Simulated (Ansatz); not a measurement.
Ga₂O₃: pressure against volume

Reference cell: a structure deposited in the COD whose atoms were relaxed with PBE, the cell held.

Space group C2/m (No. 12); a = 12.2140, b = 3.0371, c = 5.7981 Å, β = 103.83°.

```csv
site,Wyckoff,site symmetry,x,y,z
Ga1,4i,m,0.0912,0.0000,0.7953
Ga3,4i,m,0.6595,0.0000,0.3127
O5,4i,m,0.1690,0.0000,0.1084
O7,4i,m,0.1722,0.0000,0.5603
O9,4i,m,0.4967,0.0000,0.2537
```

One atom of each set is listed; the run and its k-mesh use a cell of 10 atoms with edges of 6.29, 6.29, 5.80 Å.

Level of theory: DFT, PBE, plane waves and PAW, scalar-relativistic, 420 eV cutoff, Γ-centred 10×10×6 k-points, Fermi–Dirac smearing 0.02 eV (Ansatz 0.2.0).

The cell is scaled uniformly, and the ions relax again at each size.

| V/V₀ | pressure (GPa) | gap on the k-mesh (eV) |
| --- | --- | --- |
| 0.94 | ? | ? |
| 0.96 | 16.8 | 2.70 |
| 0.98 | 12.4 | 2.54 |
| 1.00 | 8.4 | 2.38 |
| 1.02 | 4.8 | 2.23 |
| 1.04 | 1.5 | 2.08 |
| 1.06 | -1.5 | 1.94 |

Problem. Estimate the row at V/V₀ = 0.94, the equilibrium volume and the bulk modulus.

Solution. pressure (GPa): 21.6; gap on the k-mesh (eV): 2.86. Worked: a parabola in ln(V/V₀) through the other 6 rows gives 21.5 GPa there. It crosses zero pressure at V/V₀ = 1.050, the equilibrium volume of this functional, where the bulk modulus is B = −dP/d ln V = 156 GPa. The shape of the cell is held, so in this non-cubic crystal both values are those of uniform scaling, and B is an upper bound to the hydrostatic one. The gap falls as the cell grows, by 0.077 eV per per cent of volume.

PBE gaps are too small, by a third to a half in many semiconductors; their changes with volume are better.
